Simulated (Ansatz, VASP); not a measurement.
**ZnSe: VASP beside Ansatz**

```
CELL_PARAMETERS angstrom
0.00000 2.86644 2.86644
2.86644 0.00000 2.86644
2.86644 2.86644 0.00000
ATOMIC_POSITIONS crystal
Zn 0.00000 0.00000 0.00000
Se 0.25000 0.25000 0.25000
```

Alike in both runs: functional PBE; k mesh 12 × 12 × 12; no spin polarisation.

Ansatz relaxed the structure, and its values are those at the end. VASP's run is a single point on that final structure, the one shown.

|  | VASP | Ansatz |
| --- | --- | --- |
| version | VASP 6.6.1 | Ansatz 0.2.0 |
| potentials or method | VASP PAW PBE potentials, release 64 (Zn, Se) | scalar-relativistic, plane waves, PAW |
| plane-wave cutoff (eV) | 520 | 420 |
| occupations | gaussian, width 0.01 eV | fixed |
| valence electrons in the cell | 18 | 28 |

Ansatz gave:

* gap on the k mesh at the Fermi level (eV): 1.15
* least direct gap on the mesh (eV): 1.15
* pressure (GPa): 0.0

Problem. Estimate VASP's values.

Solution. gap on the k mesh at the Fermi level (eV): 1.15; least direct gap on the mesh (eV): 1.15; pressure (GPa): 0.2.

The two sets of potentials don't hold the same shells in valence.

PBE gaps usually lie below the measured ones, often by a third to a half.
